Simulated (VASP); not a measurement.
# H2 in VASP: a series of runs, part 2 of 2

VASP 6.6.1. Earlier steps stand in the parts before.

## Step 4: Relaxation of the atoms, PBEsol

INCAR reads:

```
PREC     = Accurate       # precision mode
ENCUT    = 400            # plane-wave cutoff, eV
EDIFF    = 1E-7           # SCF threshold, eV
ISMEAR   = 0              # smearing method
SIGMA    = 0.02           # smearing width, eV
LREAL    = False          # projectors in reciprocal space
LASPH    = True           # aspherical terms in the spheres
NELM     = 100            # most SCF steps
ALGO     = Normal         # electronic algorithm
ISIF     = 2              # what is computed and relaxed
LWAVE    = False          # write WAVECAR
LCHARG   = False          # write CHGCAR
GGA      = PS             # functional
IBRION   = 2              # ionic algorithm
NSW      = 90             # ionic steps
EDIFFG   = -0.005         # ionic threshold
ISYM     = 0
```

KPOINTS reads:

```
Automatic mesh
0
Gamma
  1 1 1
```

POSCAR reads:

```
H
1.0
   10.0000000000      0.0000000000      0.0000000000
    0.0000000000     10.5000000000      0.0000000000
    0.0000000000      0.0000000000     11.0000000000
H
2
Direct
    0.5000000000      0.5000000000      0.4663636400
    0.5000000000      0.5000000000      0.5336363600
```

Potentials or basis: VASP PAW PBE potentials, release 64 (H_s).

Run with:

```
$ cat potpaw_PBE.64/H_s/POTCAR > POTCAR
$ mpirun -np 1 vasp_std > vasp.out
```

OUTCAR:

```text
PREC = Accurate
   ENCUT = 400
   EDIFF = 1E-7
   ISMEAR = 0
   LREAL = False
   LASPH = True
   NELM = 100
   ISIF = 2
   GGA = PS
   IBRION = 2
   NSW = 90
   EDIFFG = -0.005
   ISYM = 0

 ion  position               nearest neighbor table
   1  0.500  0.500  0.466-   2 0.74
   2  0.500  0.500  0.534-   1 0.74

IMPORTANT INFORMATION: All symmetrisations will be switched off!
NOSYMM: (Re-)initialisation of all symmetry stuff for point group C_1.

----------------------------------------------------------------------------------------

                                     Primitive cell

  volume of cell :    1155.0000

  direct lattice vectors                    reciprocal lattice vectors
    10.000000000  0.000000000  0.000000000     0.100000000  0.000000000  0.000000000
     0.000000000 10.500000000  0.000000000     0.000000000  0.095238095  0.000000000
     0.000000000  0.000000000 11.000000000     0.000000000  0.000000000  0.090909091

  length of vectors
    10.000000000 10.500000000 11.000000000     0.100000000  0.095238095  0.090909091

  position of ions in fractional coordinates (direct lattice)
     0.500000000  0.500000000  0.466363640
     0.500000000  0.500000000  0.533636360

  ion indices of the primitive-cell ions
   primitive index   ion index
                 1           1
                 2           2

----------------------------------------------------------------------------------------

 KPOINTS: Automatic mesh

Automatic generation of k-mesh.
 Grid dimensions read from file:
 generate k-points for:    1    1    1

 Generating k-lattice:

  Cartesian coordinates                     Fractional coordinates (reciprocal lattice)
     0.100000000  0.000000000  0.000000000     1.000000000  0.000000000  0.000000000
     0.000000000  0.095238095  0.000000000     0.000000000  1.000000000  0.000000000
     0.000000000  0.000000000  0.090909091     0.000000000  0.000000000  1.000000000

  Length of vectors
     0.100000000  0.095238095  0.090909091

  Shift w.r.t. Gamma in fractional coordinates (k-lattice)
     0.000000000  0.000000000  0.000000000

 Subroutine IBZKPT returns following result:
[... 30 lines left out ...]
   NFREE  =      1    steps in history (QN), initial steepest desc. (CG)
   ISIF   =      2    stress and relaxation
   ISYM   =      0    0-nonsym 1-usesym 2-fastsym
   POTIM  = 0.5000    time-step for ionic-motion
   TEBEG  =    0.0;   TEEND  =   0.0 temperature during run
   PSTRESS=    0.0 pullay stress
   NELECT =       2.0000    total number of electrons
   NUPDOWN=      -1.0000    fix difference up-down
   EMIN   =  10.00;   EMAX   =-10.00  energy-range for DOS
   EFERMI =   0.00;   METHOD = LEGACY
   ISMEAR =     0;   SIGMA  =   0.02  broadening in eV -4-tet -1-fermi 0-gaus
   EFERMI_NEDOS =   21; number of points for ismear=-14 and -15
   IALGO  =     38    algorithm
   IMIX   =      4    mixing-type and parameters
     AMIX     =   0.40;   BMIX     =  1.00
     AMIX_MAG =   1.60;   BMIX_MAG =  1.00
  volume/ion in A,a.u.               =     577.50      3897.16
  Fermi-wavevector in a.u.,A,eV,Ry     =   0.196588  0.371498  0.525823  0.038647
  Thomas-Fermi vector in A             =   0.945437
   LORBIT       =      0    0 simple, 1 ext, 2 COOP (PROOUT), +10 PAW based schemes
   GGA     = PS    functional components
   LHFCALC =     F    Hartree Fock is set to
   AEXX    =    0.0000 exact exchange contribution
   IVDW    =     0    specifies the selected vdW correction
   LEPSILON=     F    determine dielectric tensor
   LRPA    =     F    only Hartree local field effects (RPA)
 conjugate gradient relaxation of ions
 non-spin polarized calculation
 Gauss-broadening in eV      SIGMA  =   0.02
  energy-cutoff  :      400.00
  volume of cell :     1155.00
 maximum number of plane-waves:     20953
 NGX is ok and might be reduce to    70
   NGX = 33   NGY = 35   NGZ = 35

--------------------------------------- Ionic step        1  -------------------------------------------

 number of electron       2.0000001 magnetization

 Free energy of the ion-electron system (eV)
  ---------------------------------------------------
  ext. energy  EPLUGINS =         0.00000000
  ---------------------------------------------------
  free energy    TOTEN  =        -6.57445040 eV

  energy without entropy =       -6.57445040  energy(sigma->0) =       -6.57445040

 E-fermi : -10.0926     XC(G=0):  -0.3144

 val. band max:      -10.1949018618   @ k =   0.0000   0.0000   0.0000
 cond. band min:      -0.1309119900   @ k =   0.0000   0.0000   0.0000
 fundamental gap:     10.0639898718
 Fermi energy:       -10.0925666450

 k-point     1 :       0.0000    0.0000    0.0000
  band No.  band energies     occupation
      1     -10.1949      2.00000
      2      -0.1309      0.00000
      3       0.4171      0.00000
      4       0.9231      0.00000
      5       1.0199      0.00000
[... 69 lines left out ...]
--------------------------------------- Ionic step        3  -------------------------------------------

 number of electron       2.0000001 magnetization

 Free energy of the ion-electron system (eV)
  ---------------------------------------------------
  ext. energy  EPLUGINS =         0.00000000
  ---------------------------------------------------
  free energy    TOTEN  =        -6.58239666 eV

  energy without entropy =       -6.58239666  energy(sigma->0) =       -6.58239666

 E-fermi :  -9.9952     XC(G=0):  -0.3205

 val. band max:      -10.0965386848   @ k =   0.0000   0.0000   0.0000
 cond. band min:      -0.1339608751   @ k =   0.0000   0.0000   0.0000
 fundamental gap:      9.9625778098
 Fermi energy:        -9.9951860262

 k-point     1 :       0.0000    0.0000    0.0000
  band No.  band energies     occupation
      1     -10.0965      2.00000
      2      -0.1340      0.00000
      3       0.3599      0.00000
      4       0.9136      0.00000
      5       1.0106      0.00000
[... 27 lines left out ...]
  FREE ENERGIE OF THE ION-ELECTRON SYSTEM (eV)
  ---------------------------------------------------
  free  energy   TOTEN  =        -6.5823966580 eV

  energy  without entropy=       -6.5823966580  energy(sigma->0) =       -6.58239666

 reached required accuracy - stopping structural energy minimisation
```

CONTCAR:

```text
H
   1.00000000000000
    10.0000000000000000    0.0000000000000000    0.0000000000000000
     0.0000000000000000   10.5000000000000000    0.0000000000000000
     0.0000000000000000    0.0000000000000000   11.0000000000000000
  H
     2
Direct
     0.4999999999999933    0.4999999999999971    0.4654072285579765
     0.5000000000000067    0.5000000000000029    0.5345927714420234

  0.00000000E+00  0.00000000E+00  0.00000000E+00
  0.00000000E+00  0.00000000E+00  0.00000000E+00
```

Wall time 84 s (1 thread of Intel Xeon Platinum 8488C (Sapphire Rapids), shared host); peak memory 0.68 GiB.

What came out:

* Free energy: -6.5824 eV
* Energy gained by relaxing: 4.0 meV/atom
* Ionic steps: 3
* Largest force after relaxing: 0.005 eV/Å
* Gap between the frontier levels: 9.96 eV

Forces on the atoms (eV/Å):
```
H    0.000  0.000  0.005
H    0.000  0.000 -0.005
```

Step by step:
| step | energy change (eV) | largest force (eV/Å) | pressure (GPa) |
| --- | --- | --- | --- |
| 1 | 0.0000 | 0.7786 | 0.02 |
| 2 | 0.0372 | 1.5703 | -0.06 |
| 3 | -0.0079 | 0.0046 | 0.00 |

Final structure:
```
H
1.0
    10.00000    0.00000    0.00000
     0.00000   10.50000    0.00000
     0.00000    0.00000   11.00000
H
2
Direct
  0.50000 0.50000 0.46541
  0.50000 0.50000 0.53459
```

Levels at points of the mesh, in eV from the valence-band top:
```tsv
k point	band 1	band 2	band 3	band 4	band 5
(0.00, 0.00, 0.00)	0.00	9.96	10.46	11.01	11.11
```

Caveat: the PAW data sets were made with another functional, which shifts forces and pressure a little.

## Step 5: Relaxation of the atoms, RPBE

Changes to INCAR since step 4:

```diff
@@ -1,3 +1,3 @@
 PREC     = Accurate       # precision mode
-ENCUT    = 400            # plane-wave cutoff, eV
+ENCUT    = 520            # plane-wave cutoff, eV
 EDIFF    = 1E-7           # SCF threshold, eV
@@ -12,3 +12,3 @@
 LCHARG   = False          # write CHGCAR
-GGA      = PS             # functional
+GGA      = RP             # functional
 IBRION   = 2              # ionic algorithm
```

KPOINTS is that of step 4.

POSCAR is that of step 4.

Potentials or basis: VASP PAW PBE potentials, release 64 (H).

Run with:

```
$ cat potpaw_PBE.64/H/POTCAR > POTCAR
$ mpirun -np 1 vasp_std > vasp.out
```

It took 3.1 min on 1 thread of Intel Xeon Platinum 8488C (Sapphire Rapids), shared host; peak memory 0.96 GiB.

Results (log left out):

* Free energy: -6.9904 eV
* Energy gained by relaxing: 0.4 meV/atom
* Ionic steps: 3
* Gap between the frontier levels: 10.21 eV

Step by step:
```csv
step,energy change (eV),largest force (eV/Å),pressure (GPa)
1,0.0000,0.2342,0.00
2,0.0036,0.5327,-0.02
3,-0.0008,0.0001,0.00
```

Final structure:
```yaml
crystal:
  lattice:
    - [10.00000, 0.00000, 0.00000]
    - [0.00000, 10.50000, 0.00000]
    - [0.00000, 0.00000, 11.00000]
  atoms:
    - { symbol: H, position: [0.50000, 0.50000, 0.46607] }
    - { symbol: H, position: [0.50000, 0.50000, 0.53393] }
```

Levels at points of the mesh, in eV from the valence-band top:
```tsv
k point	band 1	band 2	band 3	band 4	band 5
(0.00, 0.00, 0.00)	0.00	10.21	10.63	11.21	11.30
```

Caveat: the PAW data sets were made with another functional, which shifts forces and pressure a little.

## Step 6: The runs side by side

```csv
task,level,potentials or basis,cell,cutoff (eV),gap on the mesh (eV)
single point,PBEsol,"VASP PAW PBE potentials, release 64 (H)",as given,520,10.07
relaxation of the atoms,PBEsol,"VASP PAW PBE potentials, release 64 (H)",atoms relaxed,500,9.98
relaxation of the atoms,PBEsol,"VASP PAW PBE potentials, release 64 (H_s)",atoms relaxed,400,9.96
relaxation of the atoms,RPBE,"VASP PAW PBE potentials, release 64 (H)",atoms relaxed,520,10.21
```

Alike in all rows: no spin polarisation; k mesh 1 × 1 × 1; smearing gaussian 0.02 eV.

Caveats: the PAW data sets were made with another functional, which shifts forces and pressure a little.

Total energies depend on the potentials used, so only differences within one code and one set of settings carry meaning.
